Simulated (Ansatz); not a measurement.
Crystal: Al.

```
CELL_PARAMETERS angstrom
4.49160 0.00000 0.00000
-2.24580 3.88984 0.00000
0.00000 0.00000 2.72260
ATOMIC_POSITIONS crystal
Al 0.33333 0.66667 0.00000
Al 0.66667 0.33333 0.00000
```

The cell was built by a generator and needn't be a form met in nature.

* Program: Ansatz 0.2.0
* Task: relaxation of cell and atoms
* Functional: HSEsol
* Potentials or basis: Ansatz PAW
* Cutoff: 420 eV (not typed: the program's choice for these potentials)
* k mesh: 4 × 4 × 5
* Occupations: fermi-dirac, width 0.05 eV
* Spin: no spin polarisation

At the start: volume 23.78 Å³/atom.

**Question.** How do energy, volume and symmetry change on relaxing?

**Answer.** It ends after 5 steps and the volume is 24.34 Å³/atom (+2.3 %); space group P6/mmm (No. 191, to 0.05 Å).

The path:
```csv
step,energy change (eV),largest force (eV/Å),volume (Å³)
1,0.0000,0.0000,47.57
2,-0.0273,0.0000,48.73
3,-0.0282,0.0000,48.68
4,-0.0291,0.0000,48.68
5,-0.0295,0.0000,48.68
```

Final structure:
```cif
data_structure
_symmetry_space_group_name_H-M 'P 1'
_symmetry_Int_Tables_number 1
_cell_length_a 4.4629
_cell_length_b 4.4629
_cell_length_c 2.8221
_cell_angle_alpha 90.000
_cell_angle_beta 90.000
_cell_angle_gamma 120.000
_cell_volume 48.68
loop_
_atom_site_label
_atom_site_type_symbol
_atom_site_fract_x
_atom_site_fract_y
_atom_site_fract_z
_atom_site_occupancy
Al1 Al 0.33333 0.66667 0.00000 1
Al2 Al 0.66667 0.33333 0.00000 1
```

Caveat: the k mesh is coarse (spacing up to 0.46 Å⁻¹), so the values aren't converged, least of all with exact exchange; the plane-wave basis is chosen anew once the cell has moved, so the energies of steps on either side of that aren't comparable; the PAW data sets come from PBE, with cores solved anew for the run's functional, which leaves a small shift of forces and pressure.
